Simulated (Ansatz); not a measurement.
Ta2N:

```
Ta N
1.0
     3.11286    0.00000    0.00000
    -1.55643    2.69582    0.00000
     0.00000    0.00000    4.86984
Ta N
2 1
Direct
  0.33333 0.66667 0.25471
  0.66667 0.33333 0.74529
  0.00000 0.00000 0.00000
```

The cell comes from a database or a generator and needn't be the stable form of this composition.

- Program: Ansatz 0.2.0
- Task: relaxation of cell and atoms
- Functional: PBEsol
- Potentials or basis: Ansatz PAW
- Cutoff: 420 eV (not typed: the program's choice for these potentials)
- k mesh: 10 × 10 × 6
- Occupations: fermi-dirac, width 0.05 eV
- Spin: no spin polarisation
- Hubbard terms: Ta d U = 6 eV

At the start: volume 13.62 Å³/atom.

Q: How do energy, volume and symmetry change on relaxing?

A: It ends after 8 steps and the volume is 13.38 Å³/atom (-1.8 %); space group P-3m1 (No. 164, to 0.05 Å).

Step by step:
```tsv
step	energy change (eV)	largest force (eV/Å)	volume (Å³)
1	0.0000	0.0303	40.87
2	-0.0420	0.2730	40.31
3	-0.0455	0.1052	39.74
4	-0.0491	0.0062	40.12
5	-0.0491	0.0005	40.14
6	-0.0486	0.0003	40.14
7	-0.0486	0.0008	40.13
8	-0.0486	0.0009	40.13
```

Final structure:
```yaml
crystal:
  lattice:
    - [3.04274, 0.00000, 0.00000]
    - [-1.52137, 2.63509, 0.00000]
    - [0.00000, 0.00000, 5.00565]
  atoms:
    - { symbol: Ta, position: [0.33333, 0.66667, 0.25771] }
    - { symbol: Ta, position: [0.66667, 0.33333, 0.74229] }
    - { symbol: N, position: [0.00000, 0.00000, 0.00000] }
```

Caveat: the plane-wave basis is chosen anew once the cell has moved, so the energies of steps on either side of that aren't comparable; U without spin polarisation on a metal has little footing; the PAW data sets come from PBE, with cores solved anew for the run's functional, which leaves a small shift of forces and pressure.
